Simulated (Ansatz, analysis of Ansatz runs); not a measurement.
# Reproducing a measured charge-transition level: bond-centred H in GaP

How near does this set-up come to the measured charge-transition level? Subject: bond-centred H in GaP. Set-up: PBEsol, 64-site cell, PBEsol lattice, 420 eV, k: the single point 1/4 1/4 1/4 then 2x2x2 shifted 0.5 0.5 0.5. The model is a cell of 64 host atoms with 1 H put in. The level is the Fermi energy at which two charge states have equal formation energy, after a correction for the images of the charge. A local or semilocal functional is the cheapest first rung.

Measured beforehand: (+1/0) level below the conduction-band bottom (muonium): 0.15 eV, by muSR, high-field spin precession relaxation rates (preliminary analysis) (“Location of the H[+/-] level: Experimental limits for muonium”, 2006, R.L. Lichti et al.).

Calculated with Ansatz 0.2.0; plane-wave PAW DFT, PBEsol; relaxation of all atoms of a defect supercell.

Report form: the programs' logs are mostly left out.

### Step 1. Set-up

The cell holds 65 atoms: 32 Ga, 32 P and 1 H. Cell: a = 10.877 Å, b = 10.877 Å, c = 10.877 Å, α = 90.0°, β = 90.0°, γ = 90.0°. It derives from GaP (space group F-43m). Nearest the centre at fractional (0.443, 0.451, 0.581): H65 at 0.00 Å, Ga57 at 1.62 Å, P16 at 1.62 Å, P61 at 2.79 Å, Ga27 at 2.84 Å, Ga42 at 2.92 Å, P23 at 3.02 Å, P38 at 3.10 Å. The cell carries charge +1.

The host's primitive cell comes from a first run (plane-wave PAW DFT, PBEsol; relaxation of the host's cell and atoms): vectors of 3.846, 3.846 and 3.846 Å. That is 20.11 Å³ an atom, 0.7 % under the diffraction cell's volume. The supercell is built on it.

### Step 2. Relaxation, charge +1

Every later number rests on the structure around the defect, so the atoms are relaxed at the host's lattice first.

Input file relax0/input.yaml:

```yaml
relax:
  f_tol: 0.02
  max_steps: 80
  random_displacement: { amplitude: 0.02, seed: 474 }
crystal:
  lattice:
    - [10.87693885, 0.0, 0.0]
    - [0.0, 0.0, -10.87693885]
    - [0.0, 10.87693885, 0.0]
  atoms:
    - { symbol: Ga, position: [0.0, 0.0, 0.0] }
    - { symbol: Ga, position: [0.0, 0.25, 0.25] }
    - { symbol: Ga, position: [0.25, 0.0, 0.25] }
    - { symbol: Ga, position: [0.25, 0.25, 0.0] }
    - { symbol: P, position: [0.125, 0.125, 0.125] }
    - { symbol: P, position: [0.125, 0.375, 0.375] }
    - { symbol: P, position: [0.375, 0.125, 0.375] }
    - { symbol: P, position: [0.375, 0.375, 0.125] }
    - { symbol: Ga, position: [0.0, 0.0, 0.5] }
    - { symbol: Ga, position: [0.0, 0.25, 0.75] }
    - { symbol: Ga, position: [0.25, 0.0, 0.75] }
    - { symbol: Ga, position: [0.25, 0.25, 0.5] }
    - { symbol: P, position: [0.125, 0.125, 0.625] }
    - { symbol: P, position: [0.125, 0.375, 0.875] }
    - { symbol: P, position: [0.375, 0.125, 0.875] }
    - { symbol: P, position: [0.352447699, 0.352447699, 0.647552301] }
    - { symbol: Ga, position: [0.0, 0.5, 0.0] }
    - { symbol: Ga, position: [0.0, 0.75, 0.25] }
    - { symbol: Ga, position: [0.25, 0.5, 0.25] }
    - { symbol: Ga, position: [0.25, 0.75, 0.0] }
    - { symbol: P, position: [0.125, 0.625, 0.125] }
    - { symbol: P, position: [0.125, 0.875, 0.375] }
    - { symbol: P, position: [0.375, 0.625, 0.375] }
    - { symbol: P, position: [0.375, 0.875, 0.125] }
    - { symbol: Ga, position: [0.0, 0.5, 0.5] }
    - { symbol: Ga, position: [0.0, 0.75, 0.75] }
    - { symbol: Ga, position: [0.25, 0.5, 0.75] }
    - { symbol: Ga, position: [0.25, 0.75, 0.5] }
    - { symbol: P, position: [0.125, 0.625, 0.625] }
    - { symbol: P, position: [0.125, 0.875, 0.875] }
    - { symbol: P, position: [0.375, 0.625, 0.875] }
    - { symbol: P, position: [0.375, 0.875, 0.625] }
    - { symbol: Ga, position: [0.5, 0.0, 0.0] }
    - { symbol: Ga, position: [0.5, 0.25, 0.25] }
    - { symbol: Ga, position: [0.75, 0.0, 0.25] }
    - { symbol: Ga, position: [0.75, 0.25, 0.0] }
    - { symbol: P, position: [0.625, 0.125, 0.125] }
    - { symbol: P, position: [0.625, 0.375, 0.375] }
    - { symbol: P, position: [0.875, 0.125, 0.375] }
    - { symbol: P, position: [0.875, 0.375, 0.125] }
    - { symbol: Ga, position: [0.5, 0.0, 0.5] }
    - { symbol: Ga, position: [0.5, 0.25, 0.75] }
    - { symbol: Ga, position: [0.75, 0.0, 0.75] }
    - { symbol: Ga, position: [0.75, 0.25, 0.5] }
    - { symbol: P, position: [0.625, 0.125, 0.625] }
    - { symbol: P, position: [0.625, 0.375, 0.875] }
    - { symbol: P, position: [0.875, 0.125, 0.875] }
    - { symbol: P, position: [0.875, 0.375, 0.625] }
    - { symbol: Ga, position: [0.5, 0.5, 0.0] }
    - { symbol: Ga, position: [0.5, 0.75, 0.25] }
    - { symbol: Ga, position: [0.75, 0.5, 0.25] }
    - { symbol: Ga, position: [0.75, 0.75, 0.0] }
    - { symbol: P, position: [0.625, 0.625, 0.125] }
    - { symbol: P, position: [0.625, 0.875, 0.375] }
    - { symbol: P, position: [0.875, 0.625, 0.375] }
    - { symbol: P, position: [0.875, 0.875, 0.125] }
    - { symbol: Ga, position: [0.522552301, 0.522552301, 0.477447699] }
    - { symbol: Ga, position: [0.5, 0.75, 0.75] }
    - { symbol: Ga, position: [0.75, 0.5, 0.75] }
    - { symbol: Ga, position: [0.75, 0.75, 0.5] }
    - { symbol: P, position: [0.625, 0.625, 0.625] }
    - { symbol: P, position: [0.625, 0.875, 0.875] }
    - { symbol: P, position: [0.875, 0.625, 0.875] }
    - { symbol: P, position: [0.875, 0.875, 0.625] }
    - { symbol: H, position: [0.442568, 0.450578, 0.580645] }
  host:
    repeats: [2, 2, 2]
    atoms:
      - { symbol: Ga, position: [0.0, 0.0, 0.0] }
      - { symbol: Ga, position: [0.0, 0.5, 0.5] }
      # ... 6 more atoms of the perfect host
total_charge: 1
basis:
  ecutwfc: 420
  xc_grid: 2
hamiltonian:
  xc: pbesol
kpoints:
  mp_grid: { grid: [1, 1, 1], shift: [0.25, 0.25, 0.25] }
scf:
  occupations: { method: fermi_dirac, width: 0.01 }
  max_iter: 120
output:
  forces: true
  charged_corrections:
    epsilon: 10.63
    static_epsilon: 12.63
    defect_position: [0.442568, 0.450578, 0.580645]
checkpoint:
  write: "../relax0.run"
  compress: false
  write_wavefunctions: true
  write_every: 100000
```

Run with:

```console
> ansatz run input.yaml --threads 2 --pin off --max-ram 4710MiB --backend cpu --events-out ev --progress --plain --runs-dir out
```

Wall time 5.9 min (2 threads of Arm Neoverse V2, shared host); peak memory 2.6 GiB; 12 min of CPU time.

The steps of the relaxation:

```
step  energy less that of the first step (eV)  largest force component (eV/Å)
   1                                   0.0000                          1.4752
   2                                  -0.6359                          0.8292
   3                                  -0.7641                          0.2222
   4                                  -0.7741                          0.1037
   5                                  -0.7765                          0.0587
   6                                  -0.7785                          0.0137
   7                                  -0.7785                          0.0136
   8                                  -0.7786                          0.0080
   9                                  -0.7788                          0.0133
  10                                  -0.7789                          0.0115
```

The atoms that moved most (Å, from the sites as typed, ahead of the random displacement):

```
atom      dx      dy      dz  length
 H65  -0.087  -0.071   0.174   0.207
Ga57   0.096  -0.083  -0.098   0.161
Ga27  -0.074   0.081  -0.028   0.113
Ga42   0.026   0.081   0.073   0.112
Ga12  -0.068  -0.047   0.066   0.106
 P61   0.056   0.037  -0.057   0.088
 P23  -0.027  -0.050  -0.046   0.073
 P38   0.044  -0.050   0.025   0.071
```

Neighbours of H65 at the end:

```
atom  distance (Å)
 P16         1.437
Ga57         1.874
Ga42         2.974
Ga27         2.976
Ga12         3.055
 P61         3.067
 P38         3.136
 P23         3.139
```

Numbers from this step:

| Item | Value |
| --- | --- |
| free energy | -143511.8830 eV |

The other runs of this kind differ in structure, charge or spin alone:

```
                  run    outcome  energy less the first (eV)  moment (μB)     time
relaxation, charge +1  converged                      0.0000         0.00  5.9 min
 relaxation, charge 0  converged                      8.3843         1.00  9.5 min
```

The relaxation ends 12 meV an atom lower than the displaced start, with a largest force component of 0.011 eV/Å.

### Step 3. Single point, charge +1

The relaxed structure is kept, and the final numbers are taken at the final level and k-points.

This step: plane-wave PAW DFT, PBEsol; single point of a defect supercell.

Input file point0/input.yaml:

```yaml
crystal:
  lattice:
    - [10.87693885, 0.0, 0.0]
    - [0.0, 0.0, -10.87693885]
    - [0.0, 10.87693885, 0.0]
  atoms:
    - { symbol: Ga, position: [-0.000349196, -0.000230993, 0.000367189] }
    - { symbol: Ga, position: [-0.000619501, 0.249416136, 0.25016693] }
[... 9 atom lines left out ...]
    - { symbol: Ga, position: [0.243740332, 0.243844422, 0.495601528] }
[... 3 atom lines left out ...]
    - { symbol: P, position: [0.355168203, 0.355277494, 0.643909765] }
[... 6 atom lines left out ...]
    - { symbol: P, position: [0.37248011, 0.629156888, 0.370303568] }
[... 3 atom lines left out ...]
    - { symbol: Ga, position: [0.243147707, 0.502518295, 0.757383935] }
[... 3 atom lines left out ...]
    - { symbol: P, position: [0.375364102, 0.625113577, 0.87513502] }
[... 6 atom lines left out ...]
    - { symbol: P, position: [0.628990097, 0.372638778, 0.370333241] }
[... 3 atom lines left out ...]
    - { symbol: Ga, position: [0.502346067, 0.243283231, 0.757396267] }
[... 3 atom lines left out ...]
    - { symbol: P, position: [0.624968253, 0.375477071, 0.875150892] }
[... 10 atom lines left out ...]
    - { symbol: Ga, position: [0.531335199, 0.531546895, 0.469713354] }
    - { symbol: Ga, position: [0.498306941, 0.752453487, 0.750748922] }
[... 2 atom lines left out ...]
    - { symbol: P, position: [0.630083215, 0.630214103, 0.628315578] }
[... 3 atom lines left out ...]
    - { symbol: H, position: [0.434536685, 0.434497277, 0.57407514] }
  host:
    repeats: [2, 2, 2]
    atoms:
      - { symbol: Ga, position: [0.0, 0.0, 0.0] }
      - { symbol: Ga, position: [0.0, 0.5, 0.5] }
      # ... 6 more atoms of the perfect host
total_charge: 1
basis:
  ecutwfc: 420
  xc_grid: 2
hamiltonian:
  xc: pbesol
kpoints:
  mp_grid: { grid: [2, 2, 2], shift: [0.5, 0.5, 0.5] }
scf:
  occupations: { method: fermi_dirac, width: 0.01 }
  max_iter: 120
output:
  forces: true
  charged_corrections:
    epsilon: 10.63
    static_epsilon: 12.63
    defect_position: [0.442568, 0.450578, 0.580645]
  eigenvalues: true
checkpoint:
  read: "../relax0.run"
  write: "../point0.run"
  compress: false
  write_wavefunctions: true
  write_every: 100000
```

It took 4.3 min on 2 threads; peak memory 3 GiB.

Numbers from this step:

```yaml
free_energy: -143511.8643 eV
```

The series, run alike:

```
                    run    outcome  energy less the first (eV)  moment (μB)     time
single point, charge +1  converged                      0.0000         0.00  4.3 min
 single point, charge 0  converged                      8.4341         1.00   13 min
```

### Step 4. Charge-transition levels

A charged cell feels its images and has its own zero of potential; this step corrects both and places the level between the host's band edges.

This step: place-levels on PBEsol runs: charge-transition levels with image-charge correction and potential alignment at the atomic sites.

Input file levels.yaml:

```yaml
host:
  run: host.point.run
  levels_from: { run: edges.run }
states: [point0.run, point1.run]
geometry_from:
  point0.run: relax0.run
  point1.run: relax1.run
  host.point.run: host.relax.run
```

Run with:

```console
> ansatz place-levels levels.yaml -- --threads 2 --pin off --max-ram 4710MiB
```

Run time: 0.23 s. Hardware: 2 threads.

Numbers from this step:

```
gap : 1.451 eV
```

### Step 5. What came out

| Property | Result |
| --- | --- |
| static dielectric constant used | 12.6 |
| band gap of the host | 1.45 eV |
| (plus 1/0) level below the conduction-band bottom | 0.25 eV |
| time of the whole chain | 35 min on 2 threads |

**Reading.** (+1/0) level below the conduction-band bottom: computed 0.25 eV, measured 0.15 eV (muonium); 0.10 eV deeper than the measurement. The level is counted in a gap of 1.45 eV, and the correction is screened by a dielectric constant of 12.6 from a linear-response run on the host (PBEsol). Levels hang on the band edges, which semilocal functionals place too close together.

[Logs are printed without paths, hosts, clocks, repeated set-up lines and the standing remarks that a program may print on its own settings, such as how far it seeks lower states.]

[Hosts, paths, dates, database ids (printed as entryN), source tags and the programs' standing remarks are cut or masked in the printed files.]

[For some hosts the program warned that the k-mesh of the response run may be too coarse for force constants and the static dielectric constant; such warnings are not shown here.]
